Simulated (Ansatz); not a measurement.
## Pressure against volume: N

```yaml
crystal:
  lattice:
    - [3.62900, 0.00000, 0.00000]
    - [-1.81450, 3.14281, 0.00000]
    - [0.00000, 0.00000, 5.89000]
  atoms:
    - { symbol: N, position: [0.33333, 0.66667, 0.25000] }
    - { symbol: N, position: [0.66667, 0.33333, 0.75000] }
```

The geometry is COD entry 1539196, unchecked; take it as a test cell.

Methods: DFT, PBEsol, all-electron LAPW, scalar-relativistic (Ansatz 0.2.0); DFT, PBEsol, PAW with Ansatz's default frozen-core files, scalar-relativistic (Ansatz 0.2.0).

For LAPW: a Γ-centred 10×10×5 k mesh, Fermi–Dirac smearing of 0.02 eV, basis error target 0.5 meV/atom, no spin polarisation. PAW takes a cutoff of 420 eV at this cell (files made with PBE, cores remade for this functional). The Ansatz runs share mesh, smearing and spin set-up. Plane-wave (PAW) pressures include the program's estimate of the Pulay term.

The cell above is scaled evenly, with fractional coordinates and shape held.

| V/V(cell) | V (Å³/atom) | P, LAPW (GPa) | P, PAW (GPa) | free energy over the lowest listed, PAW (meV/atom) |
| --- | --- | --- | --- | --- |
| 0.9400 | 31.573 | -8.86 | -8.85 | 0.0 |
| 0.9600 | 32.245 | -8.46 | -8.45 | 36.3 |
| 0.9800 | 32.917 | -8.08 | -8.08 | 70.9 |
| 0.9900 | 33.253 | -7.90 | -7.90 | 87.7 |
| 1.0000 | 33.588 | -7.72 | -7.72 | 104.1 |
| 1.0100 | 33.924 | -7.55 | -7.55 | 120.1 |
| 1.0200 | 34.260 | -7.39 | -7.39 | 135.7 |
| 1.0400 | 34.932 | -7.06 | -7.07 | 166.0 |
| 1.0600 | 35.604 | -6.76 | -6.77 | 195.1 |
